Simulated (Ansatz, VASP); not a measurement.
AlN: VASP beside Ansatz

Contents of INCAR:

```
SYSTEM = AlN
PREC     = Accurate       ! precision mode
ENCUT    = 520            ! plane-wave cutoff, eV
EDIFF    = 1E-6           ! SCF threshold, eV
ISMEAR   = 0              ! smearing method
SIGMA    = 0.05           ! smearing width, eV
LREAL    = .FALSE.        ! projectors in reciprocal space
LASPH    = .TRUE.         ! aspherical terms in the spheres
NELM     = 80             ! most SCF steps
ALGO     = Normal         ! electronic algorithm
ISIF     = 2              ! what is computed and relaxed
LWAVE    = .FALSE.        ! write WAVECAR
LCHARG   = .FALSE.        ! write CHGCAR
GGA      = PS             ! functional
NBANDS   = 11             ! bands
```

The input KPOINTS:

```
regular mesh
0
G
  10 10 10
  0 0 0
```

POSCAR

```
AlN
1.0
    0.0000000000      2.0354507106      2.2652596618
    2.2652596618      0.0000000000      2.2652596618
    2.2652596618      2.0354507106      0.0000000000
Al N
1 1
Direct
   -0.0045066557      0.0045066557      0.0045066557
    0.7586811240      0.7413188760      0.7413188760
```

Input for Ansatz:

```yaml
crystal:
  lattice:
    - [0.0, 2.0354507106, 2.2652596618]
    - [2.2652596618, 0.0, 2.2652596618]
    - [2.2652596618, 2.0354507106, 0.0]
  atoms:
    - { symbol: Al, position: [-0.0045066557, 0.0045066557, 0.0045066557] }
    - { symbol: "N", position: [0.758681124, 0.741318876, 0.741318876] }
basis:
  ecutwfc: 520.0
kpoints:
  mp_grid: { grid: [10, 10, 10] }
hamiltonian:
  xc: pbesol
  pseudopotentials: { kind: paw, azcp: { folder: soft_1 } }
scf:
  occupations: { method: gaussian, width: 0.05 }
output:
  forces: true
  stress: true
  eigenvalues: true
```

Change from the starting cell: mode 4 frozen in at -0.038 Å, strain +e along z and -e/2 along x and y -0.0700.

Alike in both runs: task single point; functional PBEsol; k mesh 10 × 10 × 10; occupations gaussian, width 0.05 eV; no spin polarisation.

|  | VASP | Ansatz |
| --- | --- | --- |
| version | VASP 6.6.1 | Ansatz 0.2.0 |
| potentials or method | VASP PAW PBE potentials, release 64 (Al, N) | scalar-relativistic, plane waves, PAW |
| plane-wave cutoff (eV) | 520 | 520 |
| valence electrons in the cell | 8 | 8 |

Ansatz gave:

- gap on the k mesh at the Fermi level (eV): 2.67
- least direct gap on the mesh (eV): 3.74
- pressure (GPa): 0.3
- largest component of the traceless stress (GPa): 6.48
- rms of the force components (eV/Å): 0.507

Question: Which values does VASP return?

Answer: gap on the k mesh at the Fermi level (eV): 2.66; least direct gap on the mesh (eV): 3.76; pressure (GPa): 0.3; largest component of the traceless stress (GPa): 6.49; rms of the force components (eV/Å): 0.510.

Atom by atom the forces differ by 0.004 eV/Å (rms over components). Ansatz warned: «pseudo_functional_mismatch».

Caveats: the PAW data sets were made with another functional, which shifts forces and pressure a little (VASP). A k mesh can miss the band edges.
